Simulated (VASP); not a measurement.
Data:

```xyz
6
Lattice="4.4327 0.0000 0.0000 0.0000 4.4327 0.0000 0.0000 0.0000 3.0768" Properties=species:S:1:pos:R:3 pbc="T T T"
Ru     2.2164     2.2164     1.5384
Ru     0.0000     0.0000     0.0000
O      3.5703     0.8624     1.5384
O      0.8624     3.5703     1.5384
O      1.3539     1.3539     0.0000
O      3.0788     3.0788     0.0000
```

The numbers are results of PBE GGA, VASP's PBE PAW potentials (set 64) (plane waves; VASP), not measurements. Settings: 400 eV cut-off, 6×6×9 Γ-centred mesh, Gaussian smearing of 0.10 eV, potentials Ru_pv O.

Q: Give the energies of bands 17 to 30 at the high-symmetry points, in eV from the Fermi level.

A: 
```csv
band,Γ,X,M,Z,R,A
17,-4.38,-5.68,-4.77,-5.12,-4.62,-4.98
18,-4.38,-5.68,-4.77,-5.12,-4.62,-4.98
19,-2.91,-4.47,-3.62,-5.01,-4.47,-3.86
20,-2.46,-4.47,-3.62,-5.01,-4.47,-3.86
21,-2.46,-2.73,-3.04,-3.38,-3.02,-2.62
22,-1.91,-2.73,-3.04,-3.38,-3.02,-2.62
23,-1.62,-0.50,-1.47,-0.65,-1.77,-0.57
24,-1.48,-0.50,-1.47,-0.65,-1.77,-0.57
25,-1.40,-0.29,-1.36,0.02,-0.58,-0.51
26,-1.40,-0.29,-1.36,0.02,-0.58,-0.51
27,-0.91,0.41,0.88,0.94,1.20,0.22
28,1.74,0.41,0.88,0.94,1.20,0.22
29,1.88,4.20,3.82,3.30,2.18,3.26
30,4.80,4.20,3.82,3.30,2.18,3.26
```

It has no gap at this level: it comes out as a metal or semimetal.

The structure comes from a computed database's RuO2 entry; how it stands against other phases isn't given here. The cell was not relaxed at this level.
